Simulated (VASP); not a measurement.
# CoSi (P2_13) in VASP: further runs

One crystal, CoSi, is run at these levels: LDA, r2SCAN, SCAN; tasks: core levels, phonons, band structure.

Everything below comes from runs of VASP 6.6.1. Logs are shortened: lines on timing, memory, paths and dates and some standing lists are left out, and cuts for length are marked.

**1. The crystal as given**

It takes space group P2_13 (No. 198, cubic). The conventional cell has a = 4.438 Å, b = 4.438 Å, c = 4.438 Å, α = 90.00°, β = 90.00°, γ = 90.00°. Co (site symmetry 3) is surrounded by 7 Si at 2.28 to 2.47 Å. Around Si (site symmetry 3) lie 7 Co at 2.28 to 2.47 Å.

**2. Core levels, LDA, collinear spin, ferromagnetic start**

INCAR reads:

```
PREC = Accurate ; ENCUT = 520
EDIFF = 1E-6 ; ISMEAR = 0
SIGMA = 0.02 ; LREAL = False
LASPH = True ; NELM = 150
ALGO = Normal ; ISIF = 2
LWAVE = False ; LCHARG = False
ISPIN = 2 ; MAGMOM = 2 2 2 2 0 0 0 0
LORBIT = 11 ; LMAXMIX = 4
ICORELEVEL = 1
```

KPOINTS reads:

```
Automatic mesh
0
Gamma
  5 5 5
```

POSCAR reads:

```
CoSi
1.0
    4.4380000000      0.0000000000      0.0000000000
    0.0000000000      4.4380000000      0.0000000000
    0.0000000000      0.0000000000      4.4380000000
Co Si
4 4
Direct
    0.8600000000      0.6400000000      0.3600000000
    0.6400000000      0.3600000000      0.8600000000
    0.3600000000      0.8600000000      0.6400000000
    0.1400000000      0.1400000000      0.1400000000
    0.1570000000      0.3430000000      0.6570000000
    0.3430000000      0.6570000000      0.1570000000
    0.6570000000      0.1570000000      0.3430000000
    0.8430000000      0.8430000000      0.8430000000
```

Potentials or basis: VASP PAW LDA potentials, release 64 (Co, Si).

Run with:

```
cat potpaw_LDA.64/Co/POTCAR potpaw_LDA.64/Si/POTCAR > POTCAR
mpirun -np 1 vasp_std > vasp.out
```

OUTCAR:

```text
PREC = Accurate
   ENCUT = 520
   EDIFF = 1E-6
   ISMEAR = 0
   LREAL = False
   LASPH = True
   NELM = 150
   ISIF = 2
   ISPIN = 2
   LORBIT = 11

 ion  position               nearest neighbor table
   1  0.860  0.640  0.360-   5 2.28   6 2.33   7 2.33   8 2.33   7 2.47   8 2.47   6 2.47   2 2.72
                             2 2.72   4 2.72   4 2.72   3 2.72   3 2.72
   2  0.640  0.360  0.860-   6 2.28   5 2.33   7 2.33   8 2.33   5 2.47   7 2.47   8 2.47   1 2.72
                             1 2.72   3 2.72   3 2.72   4 2.72   4 2.72
   3  0.360  0.860  0.640-   7 2.28   6 2.33   5 2.33   8 2.33   6 2.47   5 2.47   8 2.47   4 2.72
                             2 2.72   2 2.72   4 2.72   1 2.72   1 2.72
   4  0.140  0.140  0.140-   8 2.28   6 2.33   7 2.33   5 2.33   6 2.47   5 2.47   7 2.47   1 2.72
                             3 2.72   3 2.72   1 2.72   2 2.72   2 2.72
   5  0.157  0.343  0.657-   1 2.28   2 2.33   3 2.33   4 2.33   3 2.47   4 2.47   2 2.47   8 2.75
                             6 2.75   6 2.75   8 2.75   7 2.75   7 2.75
   6  0.343  0.657  0.157-   2 2.28   1 2.33   3 2.33   4 2.33   1 2.47   3 2.47   4 2.47   8 2.75
                             5 2.75   5 2.75   7 2.75   7 2.75   8 2.75
   7  0.657  0.157  0.343-   3 2.28   2 2.33   1 2.33   4 2.33   2 2.47   1 2.47   4 2.47   8 2.75
                             8 2.75   5 2.75   6 2.75   6 2.75   5 2.75
   8  0.843  0.843  0.843-   4 2.28   2 2.33   3 2.33   1 2.33   2 2.47   1 2.47   3 2.47   5 2.75
                             6 2.75   7 2.75   7 2.75   5 2.75   6 2.75

  LATTYP: Found a simple cubic cell.
 ALAT       =     4.4380000000

  Lattice vectors:

 A1 = (   4.4380000000,   0.0000000000,   0.0000000000)
 A2 = (   0.0000000000,   4.4380000000,   0.0000000000)
 A3 = (   0.0000000000,   0.0000000000,   4.4380000000)

Analysis of symmetry for initial positions (statically):
=====================================================================
 Subroutine PRICEL returns:
 Original cell was already a primitive cell.

 Routine SETGRP: Setting up the symmetry group for a
 simple cubic supercell.

 Subroutine GETGRP returns: Found 12 space group operations
 (whereof  3 operations were pure point group operations)
 out of a pool of 48 trial point group operations.

The static configuration has the point symmetry C_3 .
 The point group associated with its full space group is T   .

Analysis of symmetry for dynamics (positions and initial velocities):
=====================================================================
 Subroutine PRICEL returns:
 Original cell was already a primitive cell.

 Routine SETGRP: Setting up the symmetry group for a
 simple cubic supercell.

 Subroutine GETGRP returns: Found 12 space group operations
 (whereof  3 operations were pure point group operations)
 out of a pool of 48 trial point group operations.

The dynamic configuration has the point symmetry C_3 .
 The point group associated with its full space group is T   .

Analysis of structural, dynamic, and magnetic symmetry:
=====================================================================
 Subroutine PRICEL returns:
 Original cell was already a primitive cell.

 Routine SETGRP: Setting up the symmetry group for a
 simple cubic supercell.

 Subroutine GETGRP returns: Found 12 space group operations
 (whereof  3 operations were pure point group operations)
 out of a pool of 48 trial point group operations.

The overall configuration has the point symmetry C_3 .
 The point group associated with its full space group is T   .

 Subroutine INISYM returns: Found 12 space group operations
 (whereof  3 operations are pure point group operations),
 and found     1 'primitive' translations

----------------------------------------------------------------------------------------

                                     Primitive cell

  volume of cell :      87.4102

  direct lattice vectors                    reciprocal lattice vectors
     4.438000000  0.000000000  0.000000000     0.225326724  0.000000000  0.000000000
     0.000000000  4.438000000  0.000000000     0.000000000  0.225326724  0.000000000
     0.000000000  0.000000000  4.438000000     0.000000000  0.000000000  0.225326724

  length of vectors
     4.438000000  4.438000000  4.438000000     0.225326724  0.225326724  0.225326724

  position of ions in fractional coordinates (direct lattice)
     0.860000000  0.640000000  0.360000000
     0.640000000  0.360000000  0.860000000
     0.360000000  0.860000000  0.640000000
     0.140000000  0.140000000  0.140000000
     0.157000000  0.343000000  0.657000000
     0.343000000  0.657000000  0.157000000
     0.657000000  0.157000000  0.343000000
     0.843000000  0.843000000  0.843000000

  ion indices of the primitive-cell ions
   primitive index   ion index
                 1           1
                 2           2
                 3           3
                 4           4
                 5           5
                 6           6
                 7           7
                 8           8

----------------------------------------------------------------------------------------

 KPOINTS: Automatic mesh

Automatic generation of k-mesh.
 Grid dimensions read from file:
 generate k-points for:    5    5    5

 Generating k-lattice:
[... 33 lines left out ...]
   dimension x,y,z NGX =    36 NGY =   36 NGZ =   36
   dimension x,y,z NGXF=    72 NGYF=   72 NGZF=   72
   ions per type =               4   4
   NGX,Y,Z   is equivalent  to a cutoff of  13.49, 13.49, 13.49 a.u.
   NGXF,Y,Z  is equivalent  to a cutoff of  26.97, 26.97, 26.97 a.u.
 SYSTEM =  unknown system
   PREC   = accura    normal or accurate (medium, high low for compatibility)
   ISTART =      0    job   : 0-new  1-cont  2-samecut
   ICHARG =      2    charge: 1-file 2-atom 10-const
   ISPIN  =      2    spin polarized calculation?
   LNONCOLLINEAR =      F non collinear calculations
   LSORBIT =      F    spin-orbit coupling
   LASPH  =      T    aspherical Exc in radial PAW
   ENCUT  =  520.0 eV  38.22 Ry    6.18 a.u.   8.25  8.25  8.25*2*pi/ulx,y,z
   NELM   =    150;   NELMIN=  2; NELMDL= -5     # of ELM steps
   EDIFF  = 0.1E-05   stopping-criterion for ELM
   LREAL  =      F    real-space projection
   EDIFFG = 0.1E-04   stopping-criterion for IOM
   NSW    =      0    number of steps for IOM
   IBRION =     -1    ionic relax: 0-MD 1-quasi-New 2-CG
   NFREE  =      0    steps in history (QN), initial steepest desc. (CG)
   ISIF   =      2    stress and relaxation
   ISYM   =      2    0-nonsym 1-usesym 2-fastsym
   POTIM  = 0.5000    time-step for ionic-motion
   TEBEG  =    0.0;   TEEND  =   0.0 temperature during run
   PSTRESS=    0.0 pullay stress
   NELECT =      52.0000    total number of electrons
   NUPDOWN=      -1.0000    fix difference up-down
   EMIN   =  10.00;   EMAX   =-10.00  energy-range for DOS
   EFERMI =   0.00;   METHOD = LEGACY
   ISMEAR =     0;   SIGMA  =   0.02  broadening in eV -4-tet -1-fermi 0-gaus
   EFERMI_NEDOS =   21; number of points for ismear=-14 and -15
   IALGO  =     38    algorithm
   IMIX   =      4    mixing-type and parameters
     AMIX     =   0.40;   BMIX     =  1.00
     AMIX_MAG =   1.60;   BMIX_MAG =  1.00
  volume/ion in A,a.u.               =      10.93        73.73
  Fermi-wavevector in a.u.,A,eV,Ry     =   1.376856  2.601881 25.793021  1.895734
  Thomas-Fermi vector in A             =   2.502063
   LORBIT       =     11    0 simple, 1 ext, 2 COOP (PROOUT), +10 PAW based schemes
   GGA     = CA    functional components
   LHFCALC =     F    Hartree Fock is set to
   AEXX    =    0.0000 exact exchange contribution
   IVDW    =     0    specifies the selected vdW correction
   LEPSILON=     F    determine dielectric tensor
   LRPA    =     F    only Hartree local field effects (RPA)
 spin polarized calculation
 Gauss-broadening in eV      SIGMA  =   0.02
  energy-cutoff  :      520.00
  volume of cell :       87.41
 maximum number of plane-waves:      2373
 NGX is ok and might be reduce to    36
   NGX = 17   NGY = 17   NGZ = 17

 number of electron      51.9999992 magnetization       0.0015375

 number of electron      51.9999992 magnetization      -0.0002438

 Free energy of the ion-electron system (eV)
  ---------------------------------------------------
  ext. energy  EPLUGINS =         0.00000000
  ---------------------------------------------------
  free energy    TOTEN  =       -62.42073297 eV

  energy without entropy =      -62.42048602  energy(sigma->0) =      -62.42060950

 the core state eigenenergies are
   1-  1s  -7536.2804  2s   -875.9007  2p   -749.2067  3s    -81.9096  3p    -45.7918

   2-  1s  -7536.2804  2s   -875.9007  2p   -749.2067  3s    -81.9096  3p    -45.7918

   3-  1s  -7536.2804  2s   -875.9007  2p   -749.2067  3s    -81.9096  3p    -45.7918

   4-  1s  -7536.2804  2s   -875.9007  2p   -749.2067  3s    -81.9096  3p    -45.7918

   5-  1s  -1758.6007  2s   -121.4817  2p    -78.4444
   6-  1s  -1758.6007  2s   -121.4817  2p    -78.4444
   7-  1s  -1758.6007  2s   -121.4817  2p    -78.4444
   8-  1s  -1758.6007  2s   -121.4817  2p    -78.4444

 E-fermi :  11.8978     XC(G=0): -13.0276

 val. band max:       11.8917295348   @ k =   0.0000   0.0000   0.0000
 cond. band min:      11.9567890886   @ k =   0.4000   0.4000   0.4000
 fundamental gap:      0.0650595538
 Fermi energy:        11.8977839538

 spin component 1

 k-point     1 :       0.0000    0.0000    0.0000
  band No.  band energies     occupation
      1      -1.6618      1.00000
      2       3.7967      1.00000
      3       3.7967      1.00000
      4       3.7967      1.00000
      5       6.4925      1.00000
      6       6.4925      1.00000
[... 258 lines left out ...]
 k-point     8 :       0.2000    0.2000    0.2000
  band No.  band energies     occupation
      1      -0.7875      1.00000
      2       2.3469      1.00000
      3       3.0907      1.00000
      4       4.4090      1.00000
      5       5.7022      1.00000
      6       6.5453      1.00000
      7       6.9163      1.00000
      8       7.4340      1.00000
      9       8.1282      1.00000

 Fermi energy:        11.8977839538

 spin component 2

 k-point     1 :       0.0000    0.0000    0.0000
  band No.  band energies     occupation
      1      -1.6618      1.00000
      2       3.7967      1.00000
      3       3.7967      1.00000
      4       3.7967      1.00000
      5       6.4924      1.00000
      6       6.4924      1.00000
[... 407 lines left out ...]
     34      17.5415      0.00000
     35      17.9743      0.00000

------------------------ aborting loop because EDIFF is reached ----------------------------------------

  FORCE on cell =-STRESS in cart. coord.  units (eV):
  Direction    XX          YY          ZZ          XY          YZ          ZX
  --------------------------------------------------------------------------------------
  -------------------------------------------------------------------------------------
  Total       -6.7721598     -6.7721598     -6.7721598      0.0000000     -0.0000000      0.0000000
  in kB     -124.1297509   -124.1297509   -124.1297509      0.0000000     -0.0000000      0.0000000
  external PRESSURE =    -124.1297509 kB  Pullay stress =       0.0000000 kB

 VOLUME and BASIS-vectors are now :
 -----------------------------------------------------------------------------
  energy-cutoff  :      520.00
  volume of cell :       87.41
      direct lattice vectors                 reciprocal lattice vectors
     4.438000000  0.000000000  0.000000000     0.225326724  0.000000000  0.000000000
     0.000000000  4.438000000  0.000000000     0.000000000  0.225326724  0.000000000
     0.000000000  0.000000000  4.438000000     0.000000000  0.000000000  0.225326724

 POSITION                                       TOTAL-FORCE (eV/Angst)
 -----------------------------------------------------------------------------------
      3.81668      2.84032      1.59768        -0.094826      0.094826     -0.094826
      2.84032      1.59768      3.81668         0.094826     -0.094826     -0.094826
      1.59768      3.81668      2.84032        -0.094826     -0.094826      0.094826
      0.62132      0.62132      0.62132         0.094826      0.094826      0.094826
      0.69677      1.52223      2.91577         0.067466     -0.067466      0.067466
      1.52223      2.91577      0.69677        -0.067466      0.067466      0.067466
      2.91577      0.69677      1.52223         0.067466      0.067466     -0.067466
      3.74123      3.74123      3.74123        -0.067466     -0.067466     -0.067466
 -----------------------------------------------------------------------------------
    total drift:                               -0.000000     -0.000000      0.000000

  FREE ENERGIE OF THE ION-ELECTRON SYSTEM (eV)
  ---------------------------------------------------
  free  energy   TOTEN  =       -62.4207329717 eV

  energy  without entropy=      -62.4204860218  energy(sigma->0) =      -62.42060950

 total charge

# of ion       s       p       d       tot
------------------------------------------
    1        0.436   0.614   7.588   8.637
    2        0.436   0.614   7.588   8.637
    3        0.436   0.614   7.588   8.637
    4        0.436   0.614   7.588   8.637
    5        0.734   0.886   0.000   1.620
    6        0.734   0.886   0.000   1.620
    7        0.734   0.886   0.000   1.620
    8        0.734   0.886   0.000   1.620
--------------------------------------------------
tot          4.681   5.999  30.351  41.030

 magnetization (x)

# of ion       s       p       d       tot
------------------------------------------
    1        0.000   0.000  -0.000  -0.000
    2        0.000   0.000  -0.000  -0.000
    3        0.000   0.000  -0.000  -0.000
    4        0.000   0.000  -0.000  -0.000
    5       -0.000   0.000   0.000   0.000
    6       -0.000   0.000   0.000   0.000
    7       -0.000   0.000   0.000   0.000
    8       -0.000   0.000   0.000   0.000
--------------------------------------------------
tot          0.000   0.000  -0.000  -0.000
```

Run time: 66 s. Hardware: 1 thread of Intel Xeon Platinum 8488C (Sapphire Rapids), shared host; peak memory 0.21 GiB.

What came out:

| Item | Value |
| --- | --- |
| Free energy | -62.4207 eV |
| Pressure | -12.4 GPa |
| Largest force | 0.164 eV/Å |
| Band gap on the k mesh | none (metal or under the smearing width) |
| Net moment | 0.00 μB per cell |
| Valence electrons inside the program's atomic spheres | Co 8.64; Si 1.62 |

Forces on the atoms (eV/Å):
```
Co  -0.095  0.095 -0.095
Co   0.095 -0.095 -0.095
Co  -0.095 -0.095  0.095
Co   0.095  0.095  0.095
Si   0.067 -0.067  0.067
Si  -0.067  0.067  0.067
Si   0.067  0.067 -0.067
Si  -0.067 -0.067 -0.067
```

Core levels (eV, on the scale of the bands):
```
atom                                                levels
1 Co  1s -7536.3, 2s -875.9, 2p -749.2, 3s -81.9, 3p -45.8
2 Co  1s -7536.3, 2s -875.9, 2p -749.2, 3s -81.9, 3p -45.8
3 Co  1s -7536.3, 2s -875.9, 2p -749.2, 3s -81.9, 3p -45.8
4 Co  1s -7536.3, 2s -875.9, 2p -749.2, 3s -81.9, 3p -45.8
5 Si                       1s -1758.6, 2s -121.5, 2p -78.4
6 Si                       1s -1758.6, 2s -121.5, 2p -78.4
```

Caveat: the starting moments collapsed, and a magnetic state may lie lower.

(Part 1 of 2 ends here.)
